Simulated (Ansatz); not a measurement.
**Si: stress in a strained cell**

Aim: deform Si (equal xx and yy strain of -3 %) and compute stress, forces and field gradients with LAPW, PAW and all-electron datasets made for the crystal.

Method: DFT PBE, scalar-relativistic, in Ansatz 0.2.0.

### 1 Starting point

It takes space group Fd-3m (No. 227, cubic). Conventional cell: a = 5.431 Å, b = 5.431 Å, c = 5.431 Å, α = 90.00°, β = 90.00°, γ = 90.00°. Around Si (site symmetry -43m) lie 4 Si at 2.35 Å.

As a file:

```
CELL_PARAMETERS angstrom
0.00000 2.71547 2.71547
2.71547 0.00000 2.71547
2.71547 2.71547 0.00000
ATOMIC_POSITIONS crystal
Si 0.50000 0.50000 0.50000
Si 0.75000 0.75000 0.75000
```

Atoms are numbered in the order of the input: Si1, Si2.

### 2 After the deformation

Space group Fd-3m before, I4_1/amd after.

### 3 All-electron LAPW

Input file input.yaml:

```yaml
crystal:
  lattice:
    - [0.0, 2.6340059, 2.71547]
    - [2.6340059, 0.0, 2.71547]
    - [2.6340059, 2.6340059, 0.0]
  atoms:
    - { symbol: Si, position: [0.5, 0.5, 0.5] }
    - { symbol: Si, position: [0.75, 0.75, 0.75] }
kpoints:
  mp_grid: { grid: [11, 11, 11] }
  band_path:
    path:
      - [0.0, 0.0, 0.0]
      - [0.0, 0.5, 0.5]
      - [0.25, 0.75, 0.5]
      - [0.0, 0.5, 0.0]
      - [0.0, 0.0, 0.0]
      - [0.5, 0.5, 0.0]
      - [0.3676125, 0.6323875, 0.0]
      - [-0.3676125, 0.3676125, 0.0]
      - [0.0, 0.0, 0.0]
    npoints: 5
scf:
  occupations: { method: fermi_dirac, width: 0.08 }
hamiltonian:
  xc: pbe
  pseudopotentials: { kind: all_electron, lapw: { basis_error: 0.00025 } }
output:
  forces: true
  stress: true
  eigenvalues: true
```

Command:

```
$ ansatz run input.yaml --threads 1 --pin off --max-ram 3072MiB --backend cpu --events-out ev --progress --plain --runs-dir out
```

### 4 Frozen-core PAW

Input file input.yaml:

```yaml
crystal:
  lattice:
    - [0.0, 2.6340059, 2.71547]
    - [2.6340059, 0.0, 2.71547]
    - [2.6340059, 2.6340059, 0.0]
  atoms:
    - { symbol: Si, position: [0.5, 0.5, 0.5] }
    - { symbol: Si, position: [0.75, 0.75, 0.75] }
kpoints:
  mp_grid: { grid: [11, 11, 11] }
scf:
  occupations: { method: fermi_dirac, width: 0.08 }
hamiltonian:
  xc: pbe
  pseudopotentials: { kind: paw }
output:
  forces: true
  stress: true
  eigenvalues: true
  efg: { contact_densities: true }
  write_density: true
  write_potential: true
  elf: true
  volumetric_format: npy
```

### 5 All-electron PAW on datasets made for the crystal

input.yaml: that of step 4 with these lines changed.

```diff
@@ -14,3 +14,3 @@
   xc: pbe
-  pseudopotentials: { kind: paw }
+  pseudopotentials: { kind: all_electron, datasets: crystal }
 output:
@@ -20,5 +20 @@
   efg: { contact_densities: true }
-  write_density: true
-  write_potential: true
-  elf: true
-  volumetric_format: npy
```

(Steps that only read results are left out.)

Before running it: what results should come out? Wanted: pressure; largest shear or deviatoric stress.

As calculated:

```
                                 quantity                                           value
                                 pressure  LAPW 8.62, PAW 8.68, crystal datasets 8.62 GPa
largest shear or deviatoric stress (LAPW)                                        2.03 GPa
```

**Reading.** The largest part of the stress beyond the pressure is 2.03 GPa in size, in the zz component; the atoms are carried along and not relaxed. No run of the undeformed cell stands beside it, so the pressure holds what the given cell had before the change. PAW: stress within 0.07 GPa of LAPW. Crystal datasets: stress within 0.01 GPa of LAPW.
